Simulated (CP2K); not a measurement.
The system is PbSe (Clausthalite).

```
Pb Se
1.0
     4.32841    0.00000    0.00000
     2.16421    3.74852    0.00000
     2.16421    1.24951    3.53413
Pb Se
1 1
Direct
  0.00000 0.00000 0.00000
  0.50000 0.50000 0.50000
```

Program: CP2K 2026.2. Alike in all runs: task band structure; no spin polarisation; cell as given; k mesh 8 × 8 × 8. Hardware: 2 threads of Intel(R) Xeon(R) Platinum 8488C (Sapphire Rapids), on a shared host.

Problem. Order these runs on this cell by their wall time, lowest first.
A. level PBE; potentials or basis POTENTIAL_UZH Pb GTH-PBE-q4, Se GTH-PBE-q6; TZVP-MOLOPT-PBE-GTH basis; smearing fermi-dirac 0.1 eV; EPS_DEFAULT 1.0E-9; NGRIDS 4; points a segment of the path (NPOINTS) 8; bands added on the path 4; CUTOFF of the grids 450 Ry
B. level TB-mBJ; potentials or basis POTENTIAL_UZH Pb GTH-PBE-q4, Se GTH-PBE-q6; TZVP-MOLOPT-PBE-GTH basis; smearing fermi-dirac 0.05 eV; EPS_DEFAULT 1.0E-10; NGRIDS 5; points a segment of the path (NPOINTS) 10; bands added on the path 6; CUTOFF of the grids 675 Ry
C. level r2SCAN; potentials or basis POTENTIAL_UZH Pb GTH-SCAN-q4, Se GTH-SCAN-q6; TZVP-MOLOPT-SCAN-GTH basis; smearing fermi-dirac 0.0259 eV; EPS_DEFAULT 1.0E-9; NGRIDS 5; points a segment of the path (NPOINTS) 10; bands added on the path 2; CUTOFF of the grids 675 Ry

Solution. A (14 s), C (32 s), B (85 s).

Caveats: this is a model potential without an energy functional, so only levels have meaning (some runs).

Not every run made on this cell is shown here.
